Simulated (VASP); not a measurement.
# MgO: forms and broadenings of the independent-particle spectrum

MgO, Fm-3m (no. 225), 2 atoms in the cell. PBE, independent-particle dielectric function; PAW potentials Mg, O (PBE set).

## Input

INCAR.step1:
```
SYSTEM = MgO
EDIFF = 1E-8 ; ENCUT = 460
ISMEAR = 0 ; KPAR = 4
LASPH = .TRUE. ; LCHARG = .FALSE.
LEPSILON = .TRUE. ; LWAVE = .FALSE.
PREC = Accurate ; SIGMA = 0.02
```

INCAR.step2, as INCAR.step1 but for:
```
- LEPSILON = .TRUE.
- LWAVE = .FALSE.
+ LWAVE = .TRUE.
+ NBANDS = 36
```

INCAR.step3:
```
SYSTEM = MgO
ALGO = None ; CSHIFT = 0.1
EDIFF = 1E-7 ; ENCUT = 460
ISMEAR = 0 ; ISTART = 1
KPAR = 4 ; LASPH = .TRUE.
LCHARG = .FALSE. ; LOPTICS = .TRUE.
LWAVE = .FALSE. ; NBANDS = 36
NEDOS = 2000 ; NELM = 1
PREC = Accurate ; SIGMA = 0.02
```

INCAR.step4, as INCAR.step3 but for:
```
+ LNABLA = .TRUE.
```

INCAR.step5, as INCAR.step4 but for:
```
- LNABLA = .TRUE.
+ IPEAD = 1
+ LPEAD = .TRUE.
```

INCAR.step6, as INCAR.step5 but for:
```
- IPEAD = 1
+ IPEAD = 3
```

INCAR.step7 changes the same tag again: IPEAD = 4.

INCAR.step8, as INCAR.step7 but for:
```
- CSHIFT = 0.1
- IPEAD = 4
- LPEAD = .TRUE.
+ CSHIFT = 0.03
```

INCAR.step9, as INCAR.step8 but for:
```
- CSHIFT = 0.03
+ CSHIFT = 0.2
```

INCAR.step10 changes the same tag again: CSHIFT = 0.5.

INCAR.step11, as INCAR.step10 but for:
```
- CSHIFT = 0.5
- ISMEAR = 0
+ CSHIFT = 0.1
+ ISMEAR = -5
```

INCAR.step12, as INCAR.step11 but for:
```
- ISMEAR = -5
- SIGMA = 0.02
+ ISMEAR = 0
+ SIGMA = 0.2
```

INCAR.step13, as INCAR.step12 but for:
```
- SIGMA = 0.2
+ OMEGAMAX = 12
+ SIGMA = 0.02
```

INCAR.step14, as INCAR.step13 but for:
```
- OMEGAMAX = 12
+ OMEGAMAX = 60
```

KPOINTS:
```
k-points
0
Gamma
  12 12 12
```

POSCAR:
```
MgO
1.0
    0.0000000000      2.0970013927      2.0970013927
    2.0970013927      0.0000000000      2.0970013927
    2.0970013927      2.0970013927      0.0000000000
Mg O
1 1
Direct
    0.0000000000      0.0000000000      0.0000000000
    0.5000000000      0.5000000000      0.5000000000
```

Commands (each step's output is kept before the next begins):
```
cat potpaw_PBE.64/Mg/POTCAR potpaw_PBE.64/O/POTCAR > POTCAR
cp INCAR.step1 INCAR
mpirun -np 4 vasp_std > vasp.out
rm WAVECAR CHG
cp INCAR.step2 INCAR
mpirun -np 4 vasp_std > vasp.out
cp INCAR.step3 INCAR
mpirun -np 4 vasp_std > vasp.out
cp INCAR.step4 INCAR
mpirun -np 4 vasp_std > vasp.out
cp INCAR.step5 INCAR
mpirun -np 4 vasp_std > vasp.out
cp INCAR.step6 INCAR
mpirun -np 4 vasp_std > vasp.out
cp INCAR.step7 INCAR
mpirun -np 4 vasp_std > vasp.out
cp INCAR.step8 INCAR
mpirun -np 4 vasp_std > vasp.out
cp INCAR.step9 INCAR
mpirun -np 4 vasp_std > vasp.out
cp INCAR.step10 INCAR
mpirun -np 4 vasp_std > vasp.out
cp INCAR.step11 INCAR
mpirun -np 4 vasp_std > vasp.out
cp INCAR.step12 INCAR
mpirun -np 4 vasp_std > vasp.out
cp INCAR.step13 INCAR
mpirun -np 4 vasp_std > vasp.out
cp INCAR.step14 INCAR
mpirun -np 4 vasp_std > vasp.out
```

## Result

- Direct gap on the mesh (eV): 4.86
- Gap on the mesh (eV): 4.86
- Bands: 36

One ground state, settings moved in the last step alone:

| Settings | ε at zero frequency | Mean energy of the absorption, weighted by Im ε (eV) | Time (s) |
|---|---|---|---|
| longitudinal form, CSHIFT 0.1 | 3.17 | 12.65 | 3 |
| transversal form (LNABLA) | 3.03 | 12.54 | 3 |
| finite differences (LPEAD), order 1 | 3.12 | 12.73 | 4 |
| finite differences (LPEAD), order 3 | 3.17 | 12.66 | 5 |
| finite differences (LPEAD), order 4 | 3.17 | 12.65 | 6 |
| CSHIFT 0.03 | 3.17 | 12.68 | 3 |
| CSHIFT 0.2 | 3.17 | 12.64 | 3 |
| CSHIFT 0.5 | 3.17 | 12.59 | 3 |
| tetrahedron method | 3.16 | 12.70 | 3 |
| SIGMA 0.2 | 3.17 | 12.65 | 3 |
| OMEGAMAX 12, which cuts the spectrum short | 2.21 | – | 3 |
| OMEGAMAX 60 | 3.16 | 12.65 | 3 |

The mean energy covers the spectrum up to 20 eV.

On the same mesh, density-functional perturbation theory with local fields gives ε = 3.11.

Limits: The 12×12×12 mesh is coarse for a spectrum: peaks stand apart that a denser mesh merges.

VASP 6.6.1 took 85 s on 4 cores (AMD EPYC 9R14 (Zen 4)), a shared host.
